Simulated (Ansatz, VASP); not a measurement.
One calculation of MoS2, two programs

File INCAR:

```
SYSTEM = MoS2
ALGO = Normal
EDIFF = 1E-6
ENCUT = 520
GGA = PE
ISIF = 2
ISMEAR = -1
LASPH = .TRUE.
LCHARG = .TRUE.
LELF = .TRUE.
LREAL = .FALSE.
LVHAR = .TRUE.
LWAVE = .FALSE.
NBANDS = 20
NELM = 100
PREC = Accurate
SIGMA = 0.02
```

KPOINTS

```
k-points
0
G
  12 12 4
  0 0 0
```

File POSCAR:

```
MoS2
1.0
    3.1709601090      0.0000000000      0.0000000000
   -1.5854800545      2.7461320088      0.0000000000
    0.0000000000      0.0000000000      6.8100356761
Mo S
1 2
Direct
    0.0000000000      0.0000000000      0.0000000000
    0.3333333333      0.6666666667      0.2285274094
    0.3333333333      0.6666666667      0.7714725906
```

Input for Ansatz:

```yaml
crystal:
  lattice:
    - [3.170960109, 0.0, 0.0]
    - [-1.5854800545, 2.7461320088, 0.0]
    - [0.0, 0.0, 6.8100356761]
  atoms:
    - { symbol: Mo, position: [0.0, 0.0, 0.0] }
    - { symbol: S, position: [0.3333333333, 0.6666666667, 0.2285274094] }
    - { symbol: S, position: [0.3333333333, 0.6666666667, 0.7714725906] }
kpoints:
  mp_grid: { grid: [12, 12, 4] }
  band_path:
    path:
      - [[0.0, 0.0, 0.0], [0.5, 2.438033489319e-17, 0.0], [0.3333333333333, 0.3333333333333, 0.0], [0.0, 0.0, 0.0], [0.0, 0.0, 0.5], [0.5, 2.438033489319e-17, 0.5], [0.3333333333333, 0.3333333333333, 0.5], [0.0, 0.0, 0.5]]
      - [[0.5, 2.438033489319e-17, 0.5], [0.5, 2.438033489319e-17, 0.0]]
      - [[0.3333333333333, 0.3333333333333, 0.5], [0.3333333333333, 0.3333333333333, 0.0]]
    npoints: 10
hamiltonian:
  xc: pbe
scf:
  occupations: { method: fermi_dirac, width: 0.02 }
  n_extra_bands: 4
output:
  forces: true
  stress: true
  eigenvalues: true
```

Measurements of this composition are mostly on another form, of space group No. 194.

Alike in both runs: task single point; functional PBE; k mesh 12 × 12 × 4; occupations fermi-dirac, width 0.02 eV; no spin polarisation.

```csv
,VASP,Ansatz
version,VASP 6.6.1,Ansatz 0.2.0
potentials or method,"VASP PAW PBE potentials, release 64 (Mo_sv, S)","plane waves, PAW"
plane-wave cutoff (eV),520,420
valence electrons in the cell,26,26
```

Ansatz gave:

| Property | Result |
| --- | --- |
| gap on the k mesh at the Fermi level (eV) | 1.27 |
| pressure (GPa) | 2.1 |
| largest component of the traceless stress (GPa) | 0.69 |
| rms of the force components (eV/Å) | 0.064 |

**Question.** Estimate VASP's values.

**Answer.** gap on the k mesh at the Fermi level (eV): 1.28; pressure (GPa): 2.0; largest component of the traceless stress (GPa): 0.65; rms of the force components (eV/Å): 0.059.

Atom by atom the forces differ by 0.006 eV/Å (rms over components).

Caveats: this functional lacks dispersion, which binds the layers, so the pressure and a relaxed spacing across them are unreliable. A k mesh can miss the band edges. PBE gaps usually lie below the measured ones, often by a third to a half.
